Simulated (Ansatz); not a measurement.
## Worked example: the enthalpy of C5H10 + C2H6O → C4H8 + C3H8O

Species: C5H10 `C/C=C/CC`, singlet; C2H6O (dimethyl ether) `COC`, singlet; C4H8 (1-butene) `C=CCC`, singlet; C3H8O (methoxyethane) `CCOC`, singlet. The partners trade CH3 for H; both sit on C, so the bond types are kept.

Shapes, held fixed at every level: PBE0-D4/def2-TZVP. Flexible molecules stand in one conformer, not always the lowest. Programs: Ansatz 0.2.0. The zero-point and thermal terms to 298 K, harmonic and unscaled (PBE0-D4/def2-TZVP), stand in the table.

At MP2/def2-TZVPP; 1 Eh = 2625.50 kJ/mol:

| species | energy (Eh) | H(298 K) − E (kJ/mol) | tabulated ΔfH (kJ/mol) |
| --- | --- | --- | --- |
| C5H10 | -196.076225 | 379.0 | -27.6 |
| C2H6O | -154.728767 | 223.4 | -184.0 |
| C4H8 | -156.850039 | 301.2 | 0.0 |
| C3H8O | -193.956008 | 301.2 | -216.4 |

Q: Work out the reaction enthalpy at 298 K from the calculation and from the table of heats.

A: 
1. Electronic: (-156.850039) + (-193.956008) − [(-196.076225) + (-154.728767)] = -0.001055 Eh = -2.8 kJ/mol.
2. Zero-point and thermal: (301.2) + (301.2) − [(379.0) + (223.4)] = 0.0 kJ/mol.
3. Computed ΔH = -2.8 kJ/mol.
4. From the heats of formation (Active Thermochemical Tables, CRC Handbook of Chemistry and Physics): (0.0) + (-216.4) − [(-27.6) + (-184.0)] = -4.8 kJ/mol.
5. Computed less tabulated: +2.0 kJ/mol. Tabulated heats carry uncertainties of their own.
